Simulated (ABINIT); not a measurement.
# La2O3 (P-3m1) in ABINIT: dielectric tensor with LDA

Aim: the dielectric tensor of La2O3 with LDA.

Everything below comes from runs of ABINIT 10.8.3 (patched build). Logs are shortened: lines on timing, memory, paths and dates and some standing lists are left out, and cuts for length are marked. The log counts tension as positive stress, the text compression.

## Step 1: The crystal as given

Symmetry: P-3m1, No. 164, trigonal system. Conventional cell: a = 3.931 Å, b = 3.931 Å, c = 6.112 Å, α = 90.00°, β = 90.00°, γ = 120.00°. Around La (site symmetry 3m) lie 4 O at 2.36 to 2.44 Å. Around O (site symmetry -3m) lie 6 La at 2.72 Å. O (site symmetry 3m) is surrounded by 4 La at 2.36 to 2.44 Å.

The cell is a database's computed one.

## Step 2: Dielectric tensor, LDA

The input, run.abi:

```
# Datasets
ndtset 3

# Pseudopotentials
pp_dirpath "./"
pseudos "La.LDA_PW-JTH.xml, O.LDA_PW-JTH.xml"

# Structure
acell 3*1.0 Angstrom
rprim
     3.9307778780     0.0000000000     0.0000000000
    -1.9653889390     3.4041534990     0.0000000000
     0.0000000000     0.0000000000     6.1119535200
ntypat 2
znucl 57 8
natom 5
typat 1 1 2 2 2
xred
            1/3            2/3   0.2462356800
            2/3            1/3   0.7537643200
            0.0            0.0            0.0
            1/3            2/3   0.6458906500
            2/3            1/3   0.3541093500

# Plane-wave basis
ecut 19.0
pawecutdg 38.0

# k points
ngkpt 6 6 4
nshiftk 1
shiftk 0.0 0.0 0.5

# Exchange and correlation
ixc 7

# Bands and occupations
nband 20
occopt 1

# SCF cycle
nstep 80
diemac 6.0

# Output
prteig 0
prtebands 0
prtwf 0
prtden 0
prtpot 0

# Dataset 1: ground state
kptopt1 1
tolvrs1 1.0e-11
prtwf1 1
tolwfr1 1.0e-15

# Dataset 2: derivatives of the wave functions by k
iscf2 -3
rfelfd2 2
rfdir2 1 1 1
getwfk2 1
kptopt2 2
nqpt2 1
qpt2 0.0 0.0 0.0
tolwfr2 1.0e-18
prtwf2 1

# Dataset 3: response at q = 0 to electric field
rfelfd3 3
rfdir3 1 1 1
getwfk3 1
getddk3 2
kptopt3 2
nqpt3 1
qpt3 0.0 0.0 0.0
tolvrs3 1.0e-8
```

The input, mrgddb.in:

```
merged_DDB
La2O3
2
runo_DS1_DDB
runo_DS3_DDB
```

The input, anaddb.abi:

```
ddb_filepath "merged_DDB"
output_file "anaddb.abo"
outdata_prefix "ana"
asr 1
chneut 1
dipdip 1
dieflag 2
enunit 0
```

Potentials or basis: JTH PAW LDA v2.0.

The run is started by

```bash
abinit run.abi > log 2>&1
mrgddb < mrgddb.in > mrgddb.log 2>&1
anaddb anaddb.abi > anaddb.log 2>&1
```

run.abo:

```text
.Version 10.8.3 of ABINIT
 DATASET    1 : space group P-3 m 1 (#164); Bravais hP (primitive hexag.)
================================================================================
 Values of the parameters that define the memory need for DATASET  1.
     intxc =       0    ionmov =       0      iscf =      17    lmnmax =      32
     lnmax =       8     mgfft =      48  mpssoang =       4    mqgrid =    3206
     natom =       5  nloc_mem =       2    nspden =       1   nspinor =       1
    nsppol =       1      nsym =      12    n1xccc =       1    ntypat =       2
    occopt =       1   xclevel =       1
       mpw =        2219          nfft =       43200          nkpt =          20
 PAW method is used; the additional fine FFT grid is defined by:
   mgfftf=        72    nfftf =    145800
================================================================================
================================================================================

 DATASET    2 : space group P-3 m 1 (#164); Bravais hP (primitive hexag.)
================================================================================
 Values of the parameters that define the memory need for DATASET  2 (RF).
     intxc =       0      iscf =      -3    lmnmax =      32     lnmax =       8
     mgfft =      48  mpssoang =       4    mqgrid =    3001     natom =       5
  nloc_mem =       2    nspden =       1   nspinor =       1    nsppol =       1
      nsym =      12    n1xccc =       1    ntypat =       2    occopt =       1
   xclevel =       1
      nfft =       43200          nkpt =          72
================================================================================
================================================================================

 DATASET    3 : space group P-3 m 1 (#164); Bravais hP (primitive hexag.)
================================================================================
 Values of the parameters that define the memory need for DATASET  3 (RF).
     intxc =       0      iscf =       7    lmnmax =      32     lnmax =       8
     mgfft =      48  mpssoang =       4    mqgrid =    3001     natom =       5
  nloc_mem =       2    nspden =       1   nspinor =       1    nsppol =       1
      nsym =      12    n1xccc =       1    ntypat =       2    occopt =       1
   xclevel =       1
      nfft =       43200          nkpt =          72
================================================================================
================================================================================

--------------------------------------------------------------------------------
------------- Echo of variables that govern the present computation ------------
--------------------------------------------------------------------------------
 -outvars: echo values of preprocessed input variables --------
            acell      1.8897261259E+00  1.8897261259E+00  1.8897261259E+00 Bohr
              amu      1.38905500E+02  1.59994000E+01
           diemac      6.00000000E+00
             ecut      1.90000000E+01 Hartree
           getddk1          0
           getddk2          0
           getddk3          2
           getwfk1          0
           getwfk2          1
           getwfk3          1
             iscf1         17
             iscf2         -3
             iscf3          7
              ixc           7
           jdtset        1    2    3
                       outvar_i_n : Printing only first  50 k-points.
           kptopt1          1
           kptopt2          2
           kptopt3          2
         kptrlatt        6    0    0      0    6    0      0    0    4
          kptrlen      4.45685619E+01
            natom           5
            nband1         20
            nband2         20
            nband3         20
           ndtset           3
            ngfft          30      30      48
          ngfftdg          45      45      72
             nkpt1         20
             nkpt2         72
             nkpt3         72
             nqpt1          0
             nqpt2          1
             nqpt3          1
            nstep          80
             nsym          12
           ntypat           2
        optdriver1          0
        optdriver2          1
        optdriver3          1
        pawecutdg      3.80000000E+01 Hartree
           prtden           0
        prtebands           0
           prteig           0
            prtwf1          1
            prtwf2          1
            prtwf3          0
           rfelfd1          0
           rfelfd2          2
           rfelfd3          3
            rprim      3.9307778780E+00  0.0000000000E+00  0.0000000000E+00
[... 566 lines left out ...]
-open ddk wf file :runo_DS2_1WF16
-open ddk wf file :runo_DS2_1WF17
-open ddk wf file :runo_DS2_1WF18
================================================================================

 ----iterations are completed or convergence reached----

 Mean square residual over all n,k,spin=   75.772E-16; max=  18.093E-14

 2DEtotal=   -0.1617441091E+03 Ha. Also 2DEtotal=   -0.440128142635E+04 eV
    (  non-var. 2DEtotal :   -1.6174410899E+02 Ha)

--------------------------------------------------------------------------------
 Perturbation wavevector (in red.coord.)   0.000000  0.000000  0.000000
 Perturbation : homogeneous electric field along direction   3
 The set of symmetries contains only one element for this perturbation.
 symkpt : not enough symmetry to change the number of k points.

--------------------------------------------------------------------------------

--------------------------------------------------------------------------------

 Initialisation of the first-order wave-functions :
  ireadwf=   0

--- !BeginCycle
iteration_state: {dtset: 3, }
solver: {iscf: 7, nstep: 80, nline: 4, wfoptalg: 10, }
tolerances: {tolvrs: 1.00E-08, }
...

     iter   2DEtotal(Ha)        deltaE(Ha) residm    vres2
-ETOT  1  -47.067775425046     -4.707E+01 1.905E-01 7.295E+03
 ETOT  2  -48.952166493922     -1.884E+00 3.784E-03 3.776E+02
 ETOT  3  -48.975307494448     -2.314E-02 3.266E-04 1.899E+02
 ETOT  4  -49.030638540933     -5.533E-02 2.044E-04 2.780E+01
 ETOT  5  -49.039981642420     -9.343E-03 1.959E-05 1.386E+00
 ETOT  6  -49.040376273296     -3.946E-04 8.577E-07 8.372E-02
 ETOT  7  -49.040393619468     -1.735E-05 7.809E-08 1.717E-02
 ETOT  8  -49.040398040056     -4.421E-06 1.261E-08 3.580E-03
 ETOT  9  -49.040399440319     -1.400E-06 2.425E-09 6.573E-05
 ETOT 10  -49.040399467397     -2.708E-08 6.052E-11 7.063E-06
 ETOT 11  -49.040399470268     -2.871E-09 5.101E-12 2.785E-08
 ETOT 12  -49.040399470284     -1.544E-11 1.337E-13 1.978E-09

 At SCF step   12       vres2   =  1.98E-09 < tolvrs=  1.00E-08 =>converged.
-open ddk wf file :runo_DS2_1WF18
-open ddk wf file :runo_DS2_1WF17
-open ddk wf file :runo_DS2_1WF16
================================================================================

 ----iterations are completed or convergence reached----

 Mean square residual over all n,k,spin=   51.109E-16; max=  13.368E-14

 2DEtotal=   -0.4904039947E+02 Ha. Also 2DEtotal=   -0.133445725164E+04 eV
    (  non-var. 2DEtotal :   -4.9040399738E+01 Ha)
================================================================================

 ---- first-order wavefunction calculations are completed ----

 ==> Compute Derivative Database <==
 The violation of the charge neutrality conditions
 by the effective charges is as follows :
    atom        electric field
 displacement     direction
       1               1        0.023938        0.000000
       1               2       -0.000000        0.000000
       1               3       -0.000000        0.000000
       2               1        0.000000        0.000000
       2               2        0.023938        0.000000
       2               3        0.000000        0.000000
       3               1       -0.000000        0.000000
       3               2       -0.000000        0.000000
       3               3        0.025226        0.000000

 Effective charge tensors after
 imposition of the charge neutrality (if requested by user),
 and eventual restriction to some part :
   atom    displacement
         1         1    4.184644E+00   -1.543223E-12    1.320985E-12
         1         2   -9.067073E-12    4.184644E+00    1.874246E-11
         1         3   -1.405048E-11    1.479665E-11    3.814413E+00
         2         1    4.184644E+00   -4.619479E-13   -3.562037E-12
         2         2    1.165388E-11    4.184644E+00    9.606096E-12
         2         3   -5.461459E-11   -1.532183E-11    3.814413E+00
         3         1   -2.690694E+00    1.059182E-12    7.985566E-13
         3         2   -4.310873E-12   -2.690694E+00   -1.432417E-12
         3         3    2.785651E-11    7.009810E-12   -2.567485E+00
         4         1   -2.839297E+00    2.942370E-13    6.810120E-13
         4         2    4.703111E-13   -2.839297E+00   -1.372416E-11
         4         3    2.054121E-11   -3.445578E-12   -2.530671E+00
         5         1   -2.839297E+00    6.517513E-13    7.614825E-13
         5         2    1.253754E-12   -2.839297E+00   -1.319198E-11
         5         3    2.026736E-11   -3.039052E-12   -2.530671E+00
 Now, the imaginary part of the dynamical matrix is zeroed

  Dielectric tensor, in cartesian coordinates,
     j1       j2             matrix element
  dir pert dir pert     real part    imaginary part

   1    7   1    7         4.8603823439        -0.0000000000

   2    7   2    7         4.8603823439        -0.0000000000

   3    7   3    7         4.7730943581        -0.0000000000

  Effective charges, in cartesian coordinates,
  (from electric field response)
   if specified in the inputs, charge neutrality has been imposed
     j1       j2             matrix element
  dir pert dir pert     real part    imaginary part

   1    1   1    7         4.1846442022         0.0000000000
   1    2   1    7         4.1846442023         0.0000000000
   1    3   1    7        -2.6906941254         0.0000000000
   1    4   1    7        -2.8392971397         0.0000000000
   1    5   1    7        -2.8392971397         0.0000000000
[... 7 lines left out ...]
   3    1   3    7         3.8144132091         0.0000000000
   3    2   3    7         3.8144132091         0.0000000000
   3    3   3    7        -2.5674845539         0.0000000000
   3    4   3    7        -2.5306709323         0.0000000000
   3    5   3    7        -2.5306709323         0.0000000000

  Warning: The rigid-atom proper piezoelectric tensor
  from  electric field response requires nsym=1

== END DATASET(S) ==============================================================
================================================================================

 -outvars: echo values of variables after computation  --------
            acell      1.8897261259E+00  1.8897261259E+00  1.8897261259E+00 Bohr
           etotal1    -1.1321091659E+02
           etotal2    -1.2536747052E+01
           etotal3    -4.9040399470E+01
            fcart1    -6.5249061593E-29 -2.3021510890E-28  1.8633321600E-03
                       4.3499374396E-29  1.6742917011E-28 -1.8633321600E-03
                       7.2498957326E-30  2.0928646264E-29 -2.1684043450E-20
                       2.9724572504E-28 -1.4650052385E-28 -4.5945078000E-04
                      -2.8274593357E-28  1.8835781638E-28  4.5945078000E-04
            fcart3     0.0000000000E+00  0.0000000000E+00  0.0000000000E+00
                       0.0000000000E+00  0.0000000000E+00  0.0000000000E+00
                       0.0000000000E+00  0.0000000000E+00  0.0000000000E+00
                       0.0000000000E+00  0.0000000000E+00  0.0000000000E+00
                       0.0000000000E+00  0.0000000000E+00  0.0000000000E+00
            rprim      3.9307778780E+00  0.0000000000E+00  0.0000000000E+00
                      -1.9653889390E+00  3.4041534990E+00  0.0000000000E+00
                       0.0000000000E+00  0.0000000000E+00  6.1119535200E+00
           strten1     2.0091307768E-04  2.0091307748E-04  1.9071338864E-04
                       0.0000000000E+00  0.0000000000E+00  0.0000000000E+00
           strten3     0.0000000000E+00  0.0000000000E+00  0.0000000000E+00
                       0.0000000000E+00  0.0000000000E+00  0.0000000000E+00
           xangst      8.3933924453E-17  2.2694356660E+00  1.5049810311E+00
                       1.9653889390E+00  1.1347178330E+00  4.6069724889E+00
                       0.0000000000E+00  0.0000000000E+00  0.0000000000E+00
                       8.3933924453E-17  2.2694356660E+00  3.9476536318E+00
                       1.9653889390E+00  1.1347178330E+00  2.1642998882E+00
             xred      3.3333333333E-01  6.6666666667E-01  2.4623568000E-01
                       6.6666666667E-01  3.3333333333E-01  7.5376432000E-01
                       0.0000000000E+00  0.0000000000E+00  0.0000000000E+00
                       3.3333333333E-01  6.6666666667E-01  6.4589065000E-01
                       6.6666666667E-01  3.3333333333E-01  3.5410935000E-01
 Calculation completed.
```

Wall time 21 min (1 thread of Arm Neoverse V1, shared host); peak memory 0.67 GiB.

What came out:

```
Free energy                             : -3080.6260 eV
Pressure                                : -5.8 GPa
Largest force                           : 0.096 eV/Å
Electronic dielectric tensor (diagonal) : 4.86, 4.86, 4.77
Born charges (mean of the diagonal)     : La +4.06; O -2.65, -2.74 e
```

Forces in eV/Å, atoms in the order of the input:
```
La   0.000  0.000  0.096
La   0.000  0.000 -0.096
O    0.000  0.000  0.000
O    0.000  0.000 -0.024
O    0.000  0.000  0.024
```

Electronic dielectric tensor:
```
4.86 0.00 0.00
0.00 4.86 0.00
0.00 0.00 4.77
```

Born effective charge tensors (e):
atom 1, La
```
4.18 0.00 0.00
0.00 4.18 0.00
0.00 0.00 3.81
```
atom 2, La
```
4.18 0.00 0.00
0.00 4.18 0.00
0.00 0.00 3.81
```
atom 3, O
```
-2.69  0.00  0.00
 0.00 -2.69  0.00
 0.00  0.00 -2.57
```
atom 4, O
```
-2.84  0.00  0.00
 0.00 -2.84  0.00
 0.00  0.00 -2.53
```
atom 5, O
```
-2.84  0.00  0.00
 0.00 -2.84  0.00
 0.00  0.00 -2.53
```

Caveat: the cell is more than 3 GPa from zero pressure, which shifts response properties.
